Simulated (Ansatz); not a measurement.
**WSe₂: from supercell energies to defect levels (W vacancy)**

Level of theory: DFT PBE, scalar-relativistic, plane waves, PAW (Ansatz 0.2.0). Settings: 420 eV cutoff, 2×2×2 k-mesh, Gaussian smearing of 0.01 eV, collinear spin.

Host crystal, relaxed:

```cif
data_structure
_symmetry_space_group_name_H-M 'P 1'
_symmetry_Int_Tables_number 1
_cell_length_a 3.3210
_cell_length_b 3.3210
_cell_length_c 15.0438
_cell_angle_alpha 90.000
_cell_angle_beta 90.000
_cell_angle_gamma 120.000
_cell_volume 143.69
loop_
_atom_site_label
_atom_site_type_symbol
_atom_site_fract_x
_atom_site_fract_y
_atom_site_fract_z
_atom_site_occupancy
W1 W 0.66667 0.33333 0.75000 1
W2 W 0.33333 0.66667 0.25000 1
Se1 Se 0.33333 0.66667 0.86154 1
Se2 Se 0.66667 0.33333 0.36154 1
Se3 Se 0.33333 0.66667 0.63846 1
Se4 Se 0.66667 0.33333 0.13846 1
```

The W vacancy was set at (0.667, 0.333, 0.750) of the host cell, in a supercell of 42 sites (1006 Å³), relaxed at fixed cell in each charge q. The host's Kohn–Sham gap is 1.45 eV and its static dielectric constant 10.3 (mean). For each charge: the supercell's free energy over the neutral one with q electrons exchanged at the valence band top, F(q) − F(0) + qE_v; the image-charge term; and the term that aligns the potential far from the defect with the host's.

Spin-orbit coupling is left out, which matters for the bands and energies of heavy elements.

```tsv
q	F(q) − F(0) + qE_v (eV)	image charge (eV)	alignment (eV)
0	0.000	0.000	0.000
-1	0.046	0.049	0.505
```

Problem. Add the terms and find the levels between neighbouring charges, ε(q/q′) = [A(q′) − A(q)]/(q − q′), with and without the two corrections.

Solution. A(q): 0.000 eV for 0, 0.600 eV for -1.
```
 level corrected (eV over E_v) uncorrected (eV)
(0/-1)                     0.60              0.05
```

As a check, a point charge in a simple cubic cell of this volume has q²αe²/(2εL) = 0.198 q² eV (e² = 14.40 eV Å, α = 2.837, L = 10.02 Å); the shape of the real cell and the anisotropy of ε can change it somewhat. The term grows as q², so it pushes donor levels down and acceptor levels up.

Problem. Which of these charges is lowest with the Fermi level at the valence band top, at mid-gap and at the conduction band bottom?

Solution. The line A(q) + qE_F that lies lowest gives the charge: 0 at E_F = 0.00 eV, -1 at E_F = 0.72 eV, -1 at E_F = 1.45 eV. In charge -1 the cell has partly filled levels, from a carrier spread over the host's bands, a defect level that the small cell broadens into a band, or a degenerate defect level that the symmetric start can't split, so the levels beside it are doubtful. Charges beyond those computed could lie lower near the band edges.

Problem. The neutral defect forms at 5.18 eV with atoms taken from and returned to the elements. What are the formation energies at those three Fermi levels, and what share of sites would hold the defect at 1200 K with E_F at mid-gap, if the host still stood at that temperature?

Solution. E_f = E_f(0) + A(q) + qE_F = 5.18, 5.06, 4.33 eV. In the dilute limit the share is exp(−E_f/k_BT) = exp(−5.058/0.1034) = 5.7×10⁻²², leaving out degeneracy and vibrational entropy. This is the W-rich limit; a poorer supply of W lowers E_f, in a binary host by up to its heat of formation per W atom. The small cell and the narrow Kohn–Sham gap leave errors of tenths of an eV or more, which change the share by orders of magnitude.

The tungsten vacancy is costly in its neutral state because removing the metal breaks its bonds to six selenium neighbours in a trigonal prism. It also takes away the electrons that tungsten supplied to those bonds, leaving holes in states probably made of selenium p and neighbouring tungsten d orbitals. This explains why the defect can act as an acceptor.

How deep that acceptor lies is much less certain. The corrected level at 0.60 eV falls in the middle part of the gap, but the uncorrected one nearly touches the valence band. Almost all of the difference comes from the potential alignment (0.505 eV), not the image-charge term (0.049 eV). The apparent depth therefore depends mainly on the electrostatic reference, and the calculation doesn't settle whether the vacancy binds its hole tightly or readily supplies free holes.

The high neutral formation energy does suggest that such vacancies are very rare at equilibrium under W-rich conditions. It sets no limit on those frozen in during growth or created by irradiation.
